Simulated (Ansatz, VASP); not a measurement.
## One calculation of MoS2, two programs

Contents of INCAR:

```
SYSTEM = MoS2
PREC     = Accurate       ! precision mode
ENCUT    = 520            ! plane-wave cutoff, eV
EDIFF    = 1E-8           ! SCF threshold, eV
ISMEAR   = 1              ! smearing method
SIGMA    = 0.1            ! smearing width, eV
LREAL    = .False.        ! projectors in reciprocal space
LASPH    = .True.         ! aspherical terms in the spheres
NELM     = 100            ! most SCF steps
ALGO     = Fast           ! electronic algorithm
ISIF     = 2              ! what is computed and relaxed
LWAVE    = .False.        ! write WAVECAR
LCHARG   = .False.        ! write CHGCAR
GGA      = PE             ! functional
LEFG     = .True.       
NBANDS   = 35             ! bands
```

KPOINTS

```
Automatic mesh
0
Gamma
  8 8 2
  0 0 0
```

The input POSCAR:

```
MoS2
1.0
    3.1690000000      0.0000000000      0.0000000000
   -1.5845000000      2.7444350000      0.0000000000
    0.0000000000      0.0000000000     12.3240000000
Mo S
2 4
Direct
    0.3333333333      0.6666666667      0.2500000000
    0.6666666667      0.3333333333      0.7500000000
    0.3333333333      0.6666666667      0.6230000000
    0.6666666667      0.3333333333      0.1230000000
    0.3333333333      0.6666666667      0.8770000000
    0.6666666667      0.3333333333      0.3770000000
```

Input for Ansatz:

```yaml
crystal:
  lattice:
    - [3.169, 0.0, 0.0]
    - [-1.5845, 2.744435, 0.0]
    - [0.0, 0.0, 12.324]
  atoms:
    - { symbol: Mo, position: [0.3333333333333, 0.6666666666667, 0.25] }
    - { symbol: Mo, position: [0.6666666666667, 0.3333333333333, 0.75] }
    - { symbol: S, position: [0.3333333333333, 0.6666666666667, 0.623] }
    - { symbol: S, position: [0.6666666666667, 0.3333333333333, 0.123] }
    - { symbol: S, position: [0.3333333333333, 0.6666666666667, 0.877] }
    - { symbol: S, position: [0.6666666666667, 0.3333333333333, 0.377] }
kpoints:
  mp_grid: { grid: [8, 8, 2] }
hamiltonian:
  xc: pbe
  pseudopotentials: { kind: paw }
scf:
  occupations: { method: cold, width: 0.1 }
output:
  write_potential_components: true
  efg: {}
```

Alike in both runs: task electric field gradients; functional PBE; k mesh 8 × 8 × 2; no spin polarisation.

|  | VASP | Ansatz |
| --- | --- | --- |
| version | VASP 6.6.1 | Ansatz 0.2.0 |
| potentials or method | VASP PAW PBE potentials, release 64 (Mo_sv, S) | plane waves, PAW |
| plane-wave cutoff (eV) | 520 | 420 |
| occupations | methfessel-paxton of order 1, width 0.1 eV | cold, width 0.1 eV |
| valence electrons in the cell | 52 | 52 |

```csv
,VASP,Ansatz,Ansatz less VASP
gap on the k mesh at the Fermi level (eV),0.99,0.98,-0.015
```

Ansatz warned: «gradients_without_spin_orbit».

 A k mesh can miss the band edges.
